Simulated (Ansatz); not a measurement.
# NbN: relaxed-ion elastic tensor

Method: DFT PBEsol, scalar-relativistic, plane waves, PAW in Ansatz 0.2.0. Cutoff 420 eV, 16×16×16 k-points (Γ-centred), Fermi-Dirac smearing of 0.15 eV. No spin polarisation.

Equilibrium structure at this level:
```
Nb N
1.0
     0.00000    2.19089    2.19089
     2.19089    0.00000    2.19089
     2.19089    2.19089    0.00000
Nb N
1 1
Direct
  0.50000 0.50000 0.50000
  0.00000 0.00000 0.00000
```

In a metal, frequencies and elastic constants depend on the k mesh and the smearing, soft modes and shear constants most.

(1) Give the relaxed-ion elastic constants (GPa, Voigt order xx yy zz yz xz xy, on the axes of the cell above).

(2) Is the crystal stable against homogeneous strain?

(3) And the moduli of a polycrystal (Hill averages)?

Answers

(1)
```
709.5 142.6 142.6   0.0   0.0   0.0
142.6 709.5 142.6   0.0   0.0   0.0
142.6 142.6 709.5   0.0   0.0   0.0
  0.0   0.0   0.0  81.1   0.0   0.0
  0.0   0.0   0.0   0.0  81.1   0.0
  0.0   0.0   0.0   0.0   0.0  81.1
```

(2) Yes: the least eigenvalue of the tensor is 81.1 GPa.

(3) B = 332 GPa, G = 138 GPa, E = 363 GPa, ν = 0.32.

Cost: 1 run of about 1.1 core-minutes, on Arm Neoverse V1 (shared hosts).